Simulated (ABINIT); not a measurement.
The system is GaN.

```
Ga N
1.0
     3.18000    0.00000    0.00000
    -1.59000    2.75396    0.00000
     0.00000    0.00000    5.16600
Ga N
2 2
Cartesian
  1.5900 0.9180 2.5830
  0.0000 1.8360 0.0000
  1.5900 0.9180 4.5203
  0.0000 1.8360 1.9373
```

Base run:

* Program: ABINIT 10.8.3 (patched build)
* Functional: PBE
* Potentials or basis: PseudoDojo NC SR PBE v0.5 stringent
* Cutoff: 1551 eV
* k mesh: 10 × 10 × 5
* Occupations: fermi-dirac, width 0.05 eV
* Spin: no spin polarisation

Its results: band gap on the k mesh 2.00 eV, direct; pressure 6.9 GPa; largest force 0.137 eV/Å.

Q: The run is repeated on the same cell with these changes: potentials or basis from PseudoDojo NC SR PBE v0.5 stringent to PseudoDojo NC SR PBE v0.5 standard; cutoff from 1551 eV to 1143 eV; valence electrons from 52 to 36. What comes out?

A: Band gap on the k mesh 2.01 eV, direct; pressure 7.5 GPa; largest force 0.138 eV/Å.

